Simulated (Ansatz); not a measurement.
**Structure types of WC compared at 280 GPa**

Structure types of WC are relaxed in primitive cells with their symmetry kept at 280 GPa, on PAW files; LAPW relaxes the small cells further and takes the PAW cell for the others (marked *). The enthalpy is E + pV at zero temperature, without zero-point motion. Only the types listed were tried, and differences under about 5 meV/atom are mesh noise. The real phase may be another.

Computed with Ansatz 0.2.0; functional PBE, scalar-relativistic. Settings: Fermi–Dirac smearing of 0.08 eV, no spin polarisation. Methods: LAPW: all electrons, basis error target 0.5 meV/atom; PAW: frozen-core files, cutoff 420 eV.

k meshes: rocksalt 17×17×17, CsCl 16×16×16, WC 17×17×15, NiAs 11×11×7, zincblende 15×15×15.

Spin–orbit coupling is left out, which matters for the heavy atoms.

Question: Which type is lowest in enthalpy, and by how much?

Answer: WC, 270 meV/atom below distorted NiAs. The whole table:

```
start type                   ends as          a, b, c (Å)  V (Å³/atom)  H − H(lowest), LAPW (meV/atom)  same, PAW
  rocksalt           rocksalt, Fm-3m  3.885, 3.885, 3.885         7.33                           351.8      352.0
      CsCl               CsCl, Pm-3m  2.418, 2.418, 2.418         7.06                           275.0      270.2
        WC                 WC, P-6m2  2.573, 2.573, 2.575         7.38                             0.0        0.0
     NiAs*  distorted NiAs, P6_3/mmc  2.555, 2.555, 5.250         7.42                           269.6      271.7
zincblende         zincblende, F-43m  4.054, 4.054, 4.054         8.33                          3098.8     3111.8
```
